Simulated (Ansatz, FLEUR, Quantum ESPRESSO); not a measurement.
# Programs and potentials compared: the equilibrium volume of 10 crystals

The same calculation (PBE, Γ-centred k mesh with a spacing near 0.25 Å⁻¹, Fermi-Dirac smearing of 0.05 eV, no spin-orbit coupling) was run on each cell with:

- A: FLEUR, all-electron
- B: Ansatz, Ansatz PAW (earlier soft set), cutoff 420 eV
- C: Quantum ESPRESSO, SSSP 1.3 efficiency PBE, cutoffs 748 to 816 eV

Volumes are energy minima over scaled cells at fixed shape and fractions. Not every cell is the stable form of its formula. Spin polarisation and spin-orbit coupling are off unless named.

| crystal | A (Å³/atom) | B (Å³/atom) | C (Å³/atom) |
| --- | --- | --- | --- |
| ZnO (P6_3mc, 4 atoms) | 12.318 | 12.331 | 12.368 |
| CuZn (Pm-3m) | 13.040 | 13.038 | 13.057 |
| Os (P6_3/mmc, 2 atoms) | 14.285 | 14.281 | 14.270 |
| Pd (Fm-3m) | 15.298 | 15.310 | 15.308 |
| La2O3 (P-3m1, 5 atoms) | 16.590 | 16.593 | 16.662 |
| SnO (P4/nmm, 4 atoms) | 18.472 | 18.466 | 18.530 |
| As (R-3m, 2 atoms) | 22.613 | 22.620 | 22.650 |
| Cd (P6_3/mmc, 2 atoms) | 22.730 | 22.762 | 22.731 |
| CdSe (F-43m) | 29.749 | 29.736 | 29.767 |
| Sb (R-3m, 2 atoms) | 31.701 | 31.700 | 31.729 |

Against the all-electron result, the mean absolute deviation is B 0.05, C 0.18 %. The largest single deviation is +0.43 %, for La2O3 in C. The figures use the values as printed. The all-electron reference has errors of its own basis, so a deviation may be partly its. Meshes of this size aren't converged for metals, which the comparison doesn't need. The functional is the same throughout, so these differences measure potentials, basis sets and numerical settings.
